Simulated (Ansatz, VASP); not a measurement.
**Al: VASP beside Ansatz**

File INCAR:

```
ALGO = Fast
EDIFF = 1E-7
ENCUT = 520
GGA = PE
ISIF = 2
ISMEAR = 0
LASPH = True
LCHARG = True
LELF = True
LREAL = False
LVHAR = True
LWAVE = False
NBANDS = 14
NELM = 100
PREC = Accurate
SIGMA = 0.1
```

The input KPOINTS:

```
k-points
0
Gamma
  18 18 6
```

POSCAR

```
Al
1.0
    2.7505197784      0.0000000000      0.0000000000
   -1.3752598892      2.3820200017      0.0000000000
    0.0000000000      0.0000000000      9.7639757540
Al
4
Direct
    0.0000000000      0.0000000000      0.0000000000
    0.3333333300      0.6666666700      0.2500000000
    0.0000000000      0.0000000000      0.5000000000
    0.6666666700      0.3333333300      0.7500000000
```

Input for Ansatz:

```yaml
crystal:
  lattice:
    - [2.7505197784, 0.0, 0.0]
    - [-1.3752598892, 2.3820200017, 0.0]
    - [0.0, 0.0, 9.763975754]
  atoms:
    - { symbol: Al, position: [0.0, 0.0, 0.0] }
    - { symbol: Al, position: [0.33333333, 0.66666667, 0.25] }
    - { symbol: Al, position: [0.0, 0.0, 0.5] }
    - { symbol: Al, position: [0.66666667, 0.33333333, 0.75] }
basis:
  ecutwfc: 420
kpoints:
  mp_grid: { grid: [18, 18, 6] }
hamiltonian:
  xc: pbe
scf:
  occupations: { method: gaussian, width: 0.1 }
output:
  forces: true
  stress: true
  eigenvalues: true
```

Alike in both runs: task single point; functional PBE; k mesh 18 × 18 × 6; occupations gaussian, width 0.1 eV; no spin polarisation.

|  | VASP | Ansatz |
| --- | --- | --- |
| version | VASP 6.6.1 | Ansatz 0.2.0 |
| potentials or method | VASP PAW PBE potentials, release 64 (Al) | scalar-relativistic, plane waves, PAW |
| plane-wave cutoff (eV) | 520 | 420 |
| valence electrons in the cell | 12 | 12 |

```csv
,VASP,Ansatz,Ansatz less VASP
gap on the k mesh at the Fermi level (eV),none,none,-
pressure (GPa),3.7,3.7,+0.03
largest component of the traceless stress (GPa),4.27,4.28,+0.007
```

A gap of «none» marks a metal or a gap that the smearing closes.
